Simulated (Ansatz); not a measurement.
# Property card for CdSe

The calculation used DFT r2SCAN, scalar-relativistic, plane waves, PAW (Ansatz 0.2.0).

Settings: cutoff 500 eV, Γ-centred mesh 6×6×4 on the computed 4-atom cell, Gaussian smearing of 0.02 eV; no spin polarisation.

The structure is relaxed at this level of theory with its symmetry kept.

```xyz
4
Lattice="4.3407 0.0000 0.0000 -2.1704 3.7592 0.0000 0.0000 0.0000 7.0761" Properties=species:S:1:pos:R:3 pbc="T T T"
Cd    0.0000    2.5061    0.0319
Cd    2.1704    1.2531    3.5700
Se    0.0000    2.5061    2.6924
Se    2.1704    1.2531    6.2304
```

```json
{"Space group": "P6_3mc (No. 186)", "Volume per atom": "194.8 bohr³", "Formation energy from the elements' standard states (uncorrected)": "-0.764 eV/atom", "Generalised Kohn–Sham band gap": "1.10 eV, direct at Γ", "Löwdin character of the top 1 eV of the valence band": "Se 4p 91 %", "Löwdin character of the lowest 1 eV of the conduction band": "Cd 5s 60 %, Se 4p 21 %, Se 4s 17 %", "Electron masses at the edge by Cartesian direction of the standard setting (m_e; degenerate bands sorted by energy; no spin-orbit coupling)": "x: 0.10; y: 0.10; z: 0.094", "Hole masses at the edge by Cartesian direction of the standard setting (m_e; degenerate bands sorted by energy; no spin-orbit coupling)": "x: 1.5, 0.10; y: 1.5, 0.10; z: 1.5, 1.5", "Bulk modulus": "51 GPa", "Its pressure derivative": "4.5", "Electronic dielectric constant xx, yy, zz of the standard setting (independent particles)": "6.5, 6.5, 6.6", "Bader charges (e)": "Cd (2 in the cell) 0.83, Se (2 in the cell) -0.83"}
```

Cost: 12 runs of about 26 core-minutes in all, on Intel Xeon Processor @ 2.50GHz (Skylake/Cascade Lake) (shared hosts).